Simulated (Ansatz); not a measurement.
# Eigenvalues along a path: Ge (sc type)

```xyz
1
Lattice="2.7103 0.0000 0.0000 0.0000 2.7103 0.0000 0.0000 0.0000 2.7103" Properties=species:S:1:pos:R:3 pbc="T T T"
Ge    0.0000    0.0000    0.0000
```

The cell comes from a relaxation on PAW files under the same functional, begun from a prototype that needn't be the stable phase.

All numbers are PBE results (scalar-relativistic) from Ansatz 0.2.0, with a Γ-centred 15×15×15 k mesh, Fermi–Dirac smearing of 0.08 eV, no spin polarisation. Methods: LAPW: all electrons, basis error target 1 meV/atom.

Path points, in fractions of the reciprocal vectors: Γ (0.000, 0.000, 0.000), X (0.000, 0.500, 0.000), M (0.500, 0.500, 0.000), R (0.500, 0.500, 0.500). The distance column jumps between branches of the path. Levels in eV from the Fermi level; bands 5 to 13, counted from the lowest band of the run. The gap is zero, the pressure 0.02 GPa.

```
# k(1/Å) point b5 b6 b7 b8 b9 b10 b11 b12 b13
0.000 Γ -24.64 -24.64 -24.40 -24.40 -24.40 -12.70 6.62 6.62 6.62
0.166 - -24.64 -24.63 -24.40 -24.40 -24.40 -12.60 5.19 6.72 6.72
0.331 - -24.64 -24.61 -24.41 -24.41 -24.40 -12.30 2.88 7.00 7.00
0.497 - -24.64 -24.57 -24.43 -24.43 -24.40 -11.81 0.60 7.45 7.45
0.662 - -24.64 -24.53 -24.44 -24.44 -24.40 -11.13 -1.51 8.03 8.03
0.828 - -24.63 -24.49 -24.45 -24.45 -24.40 -10.31 -3.38 8.68 8.68
0.994 - -24.63 -24.46 -24.46 -24.46 -24.40 -9.45 -4.87 9.23 9.23
1.159 X -24.63 -24.46 -24.46 -24.45 -24.40 -8.99 -5.54 9.47 9.47
1.325 - -24.62 -24.47 -24.46 -24.45 -24.40 -8.89 -5.44 8.24 9.56
1.490 - -24.60 -24.48 -24.46 -24.44 -24.41 -8.60 -5.15 6.07 9.85
1.656 - -24.58 -24.50 -24.46 -24.42 -24.42 -8.11 -4.69 3.85 8.59
1.821 - -24.56 -24.52 -24.46 -24.43 -24.39 -7.42 -4.08 1.75 6.59
1.987 - -24.55 -24.54 -24.46 -24.45 -24.36 -6.57 -3.39 -0.14 4.90
2.153 - -24.55 -24.54 -24.46 -24.45 -24.33 -5.63 -2.76 -1.71 3.68
2.318 M -24.56 -24.54 -24.46 -24.46 -24.33 -5.06 -2.49 -2.49 3.21
2.552 - -24.55 -24.54 -24.45 -24.45 -24.34 -6.14 -2.26 -1.77 4.17
2.787 - -24.56 -24.52 -24.45 -24.45 -24.39 -7.92 -1.58 -0.73 6.66
3.021 - -24.58 -24.49 -24.46 -24.44 -24.44 -9.57 -0.47 0.45 9.44
3.255 - -24.60 -24.53 -24.46 -24.42 -24.42 -10.92 1.06 1.88 8.28
3.489 - -24.62 -24.59 -24.43 -24.41 -24.41 -11.91 2.96 3.60 7.37
3.723 - -24.64 -24.63 -24.41 -24.40 -24.40 -12.50 5.11 5.47 6.81
3.957 Γ -24.64 -24.64 -24.40 -24.40 -24.40 -12.70 6.62 6.62 6.62
4.244 - -24.63 -24.63 -24.41 -24.41 -24.41 -12.40 5.21 5.21 5.78
4.531 - -24.59 -24.59 -24.43 -24.42 -24.42 -11.51 3.33 3.33 4.38
4.818 - -24.52 -24.52 -24.45 -24.45 -24.45 -10.04 1.88 1.88 3.28
5.105 - -24.49 -24.48 -24.48 -24.45 -24.45 -8.02 0.94 0.94 2.63
5.392 - -24.52 -24.51 -24.51 -24.38 -24.38 -5.53 0.47 0.47 2.32
5.678 - -24.54 -24.53 -24.53 -24.34 -24.34 -2.78 0.35 0.35 1.76
5.965 R -24.54 -24.54 -24.54 -24.32 -24.32 -0.52 0.36 0.36 0.36
6.199 - -24.54 -24.54 -24.53 -24.34 -24.33 -2.18 -0.12 0.59 1.72
6.433 - -24.53 -24.53 -24.51 -24.38 -24.34 -4.15 -1.29 1.28 3.02
6.668 - -24.52 -24.51 -24.48 -24.45 -24.37 -5.86 -2.64 2.42 4.24
6.902 - -24.52 -24.50 -24.49 -24.45 -24.40 -7.22 -3.85 3.96 5.62
7.136 - -24.58 -24.48 -24.48 -24.43 -24.42 -8.20 -4.77 5.87 7.18
7.370 - -24.62 -24.47 -24.47 -24.45 -24.40 -8.80 -5.34 8.02 8.71
7.604 X -24.63 -24.46 -24.46 -24.45 -24.40 -8.99 -5.54 9.47 9.47
9.244 R -24.54 -24.54 -24.54 -24.32 -24.32 -0.52 0.36 0.36 0.36
9.409 - -24.54 -24.54 -24.54 -24.33 -24.32 -1.49 0.12 0.12 1.54
9.575 - -24.55 -24.53 -24.53 -24.36 -24.32 -2.58 -0.44 -0.44 3.26
9.740 - -24.55 -24.51 -24.51 -24.41 -24.32 -3.48 -1.08 -1.08 4.72
9.906 - -24.55 -24.49 -24.49 -24.46 -24.32 -4.18 -1.67 -1.67 4.07
10.072 - -24.55 -24.50 -24.47 -24.47 -24.33 -4.67 -2.12 -2.12 3.59
10.237 - -24.56 -24.53 -24.46 -24.46 -24.33 -4.96 -2.40 -2.40 3.31
10.403 M -24.56 -24.54 -24.46 -24.46 -24.33 -5.06 -2.49 -2.49 3.21
```
